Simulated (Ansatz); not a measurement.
# NiSb: strain energy, fitted

NiSb, P6_3/mmc, a = 3.976 Å, c = 5.157 Å. The structure is a COD entry; whether it is the stable form wasn't checked. Ansatz: PBE, PAW, 420 eV, Γ-centred 18×18×10 mesh on 4 atoms, Gaussian smearing 0.10 eV; no spin polarisation. Series: uniaxial strain along c, with a, b and atoms relaxed; x is the strain in per cent. y is the free energy over the unstrained cell, V0 = 17.650 Å³/atom.

```tsv
x (%)	y (meV/atom)
-3.0	?
-2.0	3.15
-1.0	0.81
0.0	0.00
1.0	0.65
2.0	2.71
3.0	6.07
```

Question: Fit y = c2 x² + c3 x³ to the other rows, turn c2 into a modulus, and predict the missing energy.

Answer: Least squares on the rows shown. y = 0.7395 x² − 0.02269 x³. In eV per unit strain² c2 is 7.395; this is Young's modulus along the axis (E = ½ Y V0 ε²): 2 × 7.395 × 160.2 / (17.650) = 134 GPa. The unstrained cell keeps some stress along the strain, worth a slope of -0.04 meV/atom per %, which the form leaves out. At x = -3.0 the fit asked for gives 7.27 meV/atom. The run gave 7.11 meV/atom, so the fit is 0.16 meV/atom too high, 2.3 % of the span of the series, against an rms of 0.05 meV/atom on the fitted rows. The row lies outside the fitted range. With a term in x⁴ added, a fit to the same known rows predicts 7.58 meV/atom, further off still.